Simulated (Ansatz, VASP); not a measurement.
## Si: VASP beside Ansatz

The input POSCAR:

```
Si
1.0
    0.0000000000      2.6886351108      2.6886351108
    2.6886351108      0.0000000000      2.6886351108
    2.6886351108      2.6886351108      0.0000000000
Si
2
Direct
    0.0000000000      0.0000000000      0.0000000000
    0.2500000000      0.2500000000      0.2500000000
```

Contents of INCAR.step1:

```
SYSTEM = Si
PREC = Accurate
ENCUT = 520
EDIFF = 1E-5
ISMEAR = -1
SIGMA = 0.05
LREAL = .FALSE.
LASPH = .TRUE.
NELM = 60
ALGO = Normal
ISIF = 2
LWAVE = .TRUE.
LCHARG = .FALSE.
GGA = PE
NBANDS = 11
```

File INCAR.step2:

```
SYSTEM = Si
PREC = Accurate
ENCUT = 520
EDIFF = 1E-6
ISMEAR = -1
SIGMA = 0.05
LREAL = .FALSE.
LASPH = .TRUE.
NELM = 60
ALGO = Normal
ISIF = 2
LWAVE = .FALSE.
LCHARG = .FALSE.
GGA = PE
LHFCALC = .TRUE.
HFSCREEN = 0.2079
PRECFOCK = Normal
ISTART = 1
NBANDS = 11
```

The input KPOINTS:

```
regular mesh
0
G
  4 4 4
  0 0 0
```

Input for Ansatz:

```yaml
crystal:
  lattice:
    - [0.0, 2.688635110764, 2.688635110764]
    - [2.688635110764, 0.0, 2.688635110764]
    - [2.688635110764, 2.688635110764, 0.0]
  atoms:
    - { symbol: Si, position: [0.0, 0.0, 0.0] }
    - { symbol: Si, position: [0.25, 0.25, 0.25] }
kpoints:
  mp_grid: { grid: [4, 4, 4] }
hamiltonian:
  xc: hse06
  pseudopotentials: { kind: paw }
scf:
  occupations: { method: fermi_dirac, width: 0.05 }
output:
  forces: true
  stress: true
  eigenvalues: true
```

Alike in both runs: task single point; functional HSE06; k mesh 4 × 4 × 4; occupations fermi-dirac, width 0.05 eV; no spin polarisation.

```csv
,VASP,Ansatz
version,VASP 6.6.1,Ansatz 0.2.0 development build
potentials or method,"VASP PAW PBE potentials, release 64 (Si)","plane waves, PAW datasets (generated soft set 1)"
plane-wave cutoff (eV),520,420
valence electrons in the cell,8,8
```

VASP gave:

| Property | Result |
| --- | --- |
| gap on the k mesh at the Fermi level (eV) | 1.27 |

Task: What did Ansatz give for the same quantities?

Result: gap on the k mesh at the Fermi level (eV): 1.25.

With one functional, cell and mesh, what is left measures potentials, basis and numerics. Ansatz warned: «stress_exchange_threshold_loose».

Caveats: the k mesh is coarse (spacing up to 0.51 Å⁻¹), so the values aren't converged, least of all with exact exchange. A k mesh can miss the band edges.
